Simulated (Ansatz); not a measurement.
# ZnSe (Stilleite) (F-43m) in Ansatz: further runs, part 2 of 2

Ansatz 0.2.0. Earlier steps stand in the parts before.

## 7. Single point, PBE, 23.67 Å³/atom (volume scaled by 1.04)

File input.yaml:

```yaml
crystal:
  lattice:
    - [0.0, 2.8710911185, 2.8710911185]
    - [2.8710911185, 0.0, 2.8710911185]
    - [2.8710911185, 2.8710911185, 0.0]
  atoms:
    - { symbol: Se, position: [0.75, 0.75, 0.75] }
    - { symbol: Zn, position: [0.0, 0.0, 0.0] }
kpoints:
  mp_grid: { grid: [8, 8, 8] }
scf:
  occupations: { method: fermi_dirac, width: 0.05 }
hamiltonian:
  xc: pbe
  pseudopotentials: { kind: all_electron, lapw: { basis_error: 0.0005 } }
output:
  forces: true
  stress: true
  eigenvalues: true
```

Started as:

```
$ ansatz run input.yaml --threads 1 --pin off --max-ram 3072MiB --backend cpu --events-out ev --progress --plain --runs-dir out
```

It took 17 s on 1 thread of AMD EPYC 7R13 (Zen 3), shared host; peak memory 0.34 GiB.

It converged, with:

```yaml
Free_energy: -115000.1135 eV
Pressure: -0.3 GPa
Band_gap_on_the_k_mesh: 1.14 eV, direct
```

## 8. Single point, PBE, 24.12 Å³/atom (volume scaled by 1.06)

input.yaml: that of step 7 with these lines changed.

```diff
@@ -2,5 +2,5 @@
   lattice:
-    - [0.0, 2.8710911185, 2.8710911185]
-    - [2.8710911185, 0.0, 2.8710911185]
-    - [2.8710911185, 2.8710911185, 0.0]
+    - [0.0, 2.8893788162, 2.8893788162]
+    - [2.8893788162, 0.0, 2.8893788162]
+    - [2.8893788162, 2.8893788162, 0.0]
   atoms:
```

Started as:

```
$ ansatz run input.yaml --threads 1 --pin off --max-ram 3072MiB --backend cpu --events-out ev --progress --plain --runs-dir out
```

Run time: 14 s. Hardware: 1 thread of AMD EPYC 7R13 (Zen 3), shared host; peak memory 0.35 GiB.

Results (log left out):

```yaml
Free_energy: -115000.1091 eV
Pressure: -1.3 GPa
Band_gap_on_the_k_mesh: 1.06 eV, direct
```

## 9. Band structure, BLYP

File input.yaml:

```yaml
crystal:
  lattice:
    - [0.0, 2.8338, 2.8338]
    - [2.8338, 0.0, 2.8338]
    - [2.8338, 2.8338, 0.0]
  atoms:
    - { symbol: Se, position: [0.75, 0.75, 0.75] }
    - { symbol: Zn, position: [0.0, 0.0, 0.0] }
kpoints:
  mp_grid: { grid: [8, 8, 8] }
  band_path:
    path:
      - [0.0, 0.0, 0.0]
      - [0.5, 0.0, 0.5]
      - [0.5, 0.25, 0.75]
      - [0.375, 0.375, 0.75]
      - [0.0, 0.0, 0.0]
      - [0.5, 0.5, 0.5]
      - [0.625, 0.25, 0.625]
      - [0.5, 0.25, 0.75]
    npoints: 6
scf:
  occupations: { method: fermi_dirac, width: 0.05 }
hamiltonian:
  xc: blyp
  pseudopotentials: { kind: all_electron, lapw: { basis_error: 0.001 } }
output:
  forces: true
  stress: true
  eigenvalues: true
```

Potentials or basis: all-electron LAPW, scalar-relativistic.

Started as:

```
$ ansatz run input.yaml --threads 1 --pin off --max-ram 3072MiB --backend cpu --events-out ev --progress --plain --runs-dir out
```

What it wrote:

```text
Warning: RAYON_NUM_THREADS=1 ignored (pool sized by the plan → 1); use --threads N
LAPW: plane waves up to 9.036 Å⁻¹, error target 1.0e-3 eV per atom; small_component_spin mean_spin; Zn in spheres of 1.247 Å, 20 of its electrons in bands, Dirac shells []; Se in spheres of 1.207 Å, 24 of its electrons in bands, Dirac shells [] (how accurate: hamiltonian.pseudopotentials.lapw.basis_error, Limitations)
Engine: ansatz 0.2.0, aarch64-unknown-linux-gnu
Pseudopotentials: kind: all_electron
Pseudopotential: Se, LAPW, valence charge 24, lapw/all_electron/scalar/gaussian/Se, Koelling and Harmon's equation, gaussian nucleus
Pseudopotential: Zn, LAPW, valence charge 20, lapw/all_electron/scalar/gaussian/Zn, Koelling and Harmon's equation, gaussian nucleus
Functional definition: BLYP
  parameter beta = 0.0042
  parameter a = 0.04918
  parameter b = 0.132
  parameter c = 0.2533
  parameter d = 0.349
  exchange = b88_x(beta = beta)
  correlation = lyp_c(a = a, b = b, c = c, d = d)
Crystal: 2 atoms, lattice volume = 45.513 Å³
Basis set: ecut = 311.0552986135018 eV, 537 PW (Γ), exchange–correlation at level 2
[... 24 lines left out ...]
Internal energy: -115020.737599 eV  (E = F + TS)
E sigma→0 (E₀):  -115020.737599 eV
Entropy (-TS):   -0.000000 eV (-0.000 meV/atom)
Fermi energy:    9.065552 eV
--- Per-component energies (eV) ---
  E_band       = -2220.763226
  E_kinetic    = 117499.757578
  E_xc         = -4367.921716
  E_electrostatic = -228152.573461  (all electrons and nuclei)
  E_smearing   = -0.000000  (= −TS)
  E_closure    = 0.000000  (closes the sum)
  E_atoms      = -115015.877800  (free atoms, spherical and without spin; not in F)
  Σ components = -115020.737599   (vs F -115020.737599, Δ=0.00e0)
  Basis errors (estimates in eV, not in F): energy 4.7e-4 per atom: plane waves 4.4e-4 (2.6e-4 summed), levels above the bands 5.1e-88, relativity 6.7e-8, radial functions 3.3e-5, core shells 4.2e-10; eigenvalues (radial functions only) 1.6e-6; not estimated: angular momenta, meshes, grids; target (lapw.basis_error) 1.0e-3; muffin-tin radii Zn 1.247 Å, Se 1.207 Å
--- Forces (eV/Å), atoms counted from 1 ---
  atom   1  Se    -0.00000000     0.00000000     0.00000000
  atom   2  Zn     0.00000000    -0.00000000    -0.00000000
  max |Σ_I F_I| component: 4.16e-17 eV/Å
--- Stress (GPa, compression-positive) ---
        5.515149       0.000000      -0.000000
        0.000000       5.515149       0.000000
       -0.000000       0.000000       5.515149
  P = ⅓ Tr σ = 5.5151 GPa (55.151 kbar)
--- Band table (eV; the first three rows and the last of 29) ---
  k-point 0: bands = ["-198.4683", "-138.0503", "-138.0503", "-138.0503", "-116.7023", "-70.9659", "-70.9659", "-70.9659", "-38.3960", "-38.3960", "-38.3960", "-38.3910", "-38.3910", "-4.8742", "1.7696", "1.7696", "1.7696", "2.1267", "2.1267", "8.4133", "8.4133", "8.4133", "9.6481", "14.2790", "14.2790", "14.2790", "18.4718"]
  k-point 1: bands = ["-198.4683", "-138.0503", "-138.0503", "-138.0503", "-116.7023", "-70.9659", "-70.9659", "-70.9659", "-38.3960", "-38.3960", "-38.3960", "-38.3910", "-38.3910", "-4.7758", "1.7791", "1.7850", "1.7850", "2.1254", "2.1254", "7.0914", "8.2642", "8.2642", "10.6423", "14.2310", "14.5283", "14.5283", "19.2647"]
  k-point 2: bands = ["-198.4683", "-138.0503", "-138.0503", "-138.0503", "-116.7023", "-70.9659", "-70.9659", "-70.9659", "-38.3960", "-38.3959", "-38.3959", "-38.3910", "-38.3910", "-4.5209", "1.8190", "1.8190", "1.8408", "2.1269", "2.1269", "5.3729", "7.9445", "7.9445", "11.1317", "14.9086", "14.9086", "15.0465", "19.0244"]
  k-point 28: bands = ["-198.4683", "-138.0503", "-138.0503", "-138.0503", "-116.7023", "-70.9659", "-70.9659", "-70.9659", "-38.3960", "-38.3959", "-38.3957", "-38.3911", "-38.3909", "-3.8414", "1.8919", "1.9688", "2.0975", "2.0995", "2.4217", "3.7330", "5.7012", "5.8154", "13.8857", "14.0449", "15.4334", "16.2971", "20.1152"]
```

bands.tsv:

```text
# k_distance	band_0	band_1	band_2	band_3	band_4	band_5	band_6	band_7	band_8	band_9	band_10	band_11	band_12	band_13	band_14	band_15	band_16	band_17	band_18	band_19	band_20	band_21	band_22	band_23	band_24	band_25	band_26
# fermi_ev = 9.065552
[... 53 lines left out ...]
5.196343	-207.533899	-147.115862	-147.115862	-147.115862	-125.767827	-80.031466	-80.031455	-80.031439	-47.461555	-47.461457	-47.461244	-47.456614	-47.456484	-12.909166	-7.174954	-7.097488	-6.978653	-6.954893	-6.647331	-5.333528	-3.425495	-3.154346	4.628986	4.983315	6.497580	7.344141	10.949224
5.261669	-207.533899	-147.115862	-147.115862	-147.115862	-125.767827	-80.031465	-80.031456	-80.031439	-47.461541	-47.461470	-47.461242	-47.456613	-47.456484	-12.906996	-7.173700	-7.096748	-6.968044	-6.966047	-6.643813	-5.332562	-3.364305	-3.250187	4.820179	4.979323	6.367823	7.231589	11.049641
```

Run time: 16 s. Hardware: 1 thread of Arm Neoverse V2, shared host; peak memory 0.29 GiB.

What came out:

* Free energy: -115020.7376 eV
* Pressure: 5.5 GPa
* Band gap on the k mesh: 1.23 eV, direct
* Band gap along the path: 1.23 eV, direct

Levels at the corners of the path, in eV from the valence-band top:
```csv
point,band 18,band 19,band 20,band 21,band 22,band 23,band 24,band 25,band 26,band 27
Γ,-6.29,-6.29,0.00,0.00,0.00,1.23,5.87,5.87,5.87,10.06
X,-6.24,-6.11,-4.76,-2.15,-2.15,3.15,3.50,10.79,11.22,11.22
W,-6.31,-5.99,-4.68,-2.71,-2.60,5.47,5.63,7.02,7.88,11.70
K,-6.27,-6.03,-4.71,-3.02,-1.76,3.67,5.63,9.16,9.30,9.60
Γ,-6.29,-6.29,0.00,0.00,0.00,1.23,5.87,5.87,5.87,10.06
L,-6.27,-6.13,-5.17,-0.85,-0.85,2.53,6.47,6.47,8.73,11.09
U,-6.27,-6.03,-4.71,-3.02,-1.76,3.67,5.63,9.16,9.30,9.60
W,-6.31,-5.99,-4.68,-2.71,-2.60,5.47,5.63,7.02,7.88,11.70
```

## 10. Band structure, PBE, spin-orbit coupling, no magnetisation

input.yaml: that of step 9 with these lines changed.

```diff
@@ -9,3 +9,3 @@
 kpoints:
-  mp_grid: { grid: [8, 8, 8] }
+  mp_grid: { grid: [6, 6, 6] }
   band_path:
@@ -20,3 +20,3 @@
       - [0.5, 0.25, 0.75]
-    npoints: 6
+    npoints: 8
 scf:
@@ -24,4 +24,7 @@
 hamiltonian:
-  xc: blyp
+  xc: pbe
   pseudopotentials: { kind: all_electron, lapw: { basis_error: 0.001 } }
+magnetization:
+  noncollinear: true
+  spin_orbit: true
 output:
```

Potentials or basis: all-electron LAPW, relativistic spinors.

Started as:

```
$ ansatz run input.yaml --threads 1 --pin off --max-ram 3072MiB --backend cpu --events-out ev --progress --plain --runs-dir out
```

It took 66 s on 1 thread of Arm Neoverse V2, shared host; peak memory 0.41 GiB.

The run converged. Its results:

* Free energy: -115005.9247 eV
* Pressure: 2.1 GPa
* Band gap on the k mesh: 1.16 eV, direct
* Band gap along the path: 1.16 eV, direct

Levels at the corners of the path, in eV from the valence-band top:
```
point  band 42  band 43  band 44  band 45  band 46  band 47
    Γ     0.00     0.00     0.00     1.16     1.16     5.58
    X    -2.40    -2.23    -2.23     2.86     2.86     3.34
    W    -2.82    -2.77    -2.75     5.26     5.35     5.44
    K    -3.16    -1.91    -1.91     3.46     3.46     5.42
    Γ     0.00     0.00     0.00     1.16     1.16     5.58
    L    -1.11    -0.88    -0.88     2.42     2.42     6.23
    U    -3.16    -1.91    -1.91     3.46     3.46     5.42
    W    -2.82    -2.77    -2.75     5.26     5.35     5.44
```

## 11. Comparison with measurements

Step 9. Against the measured gap of ZnSe, 2.695 eV (an exciton energy, a little under the gap; 300 K; “Alloy Disordering Effects on the Thermal Conductivity and Energy Gap Temperature Dependence of Cd1−xZnxSe Ternary Crystals Grown by the Bridgman Method”, 2023, pmc:10253836), the calculated 1.23 eV is off by -1.46 eV. So large a miss can be the level of theory's own, or it may mean another phase, state or a wrong row. Spin-orbit coupling on Se is left out. The value is that of BLYP, without temperature or zero-point motion. Semilocal functionals fall short of measured gaps as a rule.

Step 10. Measured gap of ZnSe: 2.695 eV (an exciton energy, a little under the gap; 300 K; “Alloy Disordering Effects on the Thermal Conductivity and Energy Gap Temperature Dependence of Cd1−xZnxSe Ternary Crystals Grown by the Bridgman Method”, 2023, pmc:10253836). This calculation gives 1.16 eV (-1.53 eV). So large a miss can be the level of theory's own, or it may mean another phase, state or a wrong row. The value is that of PBE, without temperature or zero-point motion. Semilocal functionals fall short of measured gaps as a rule.
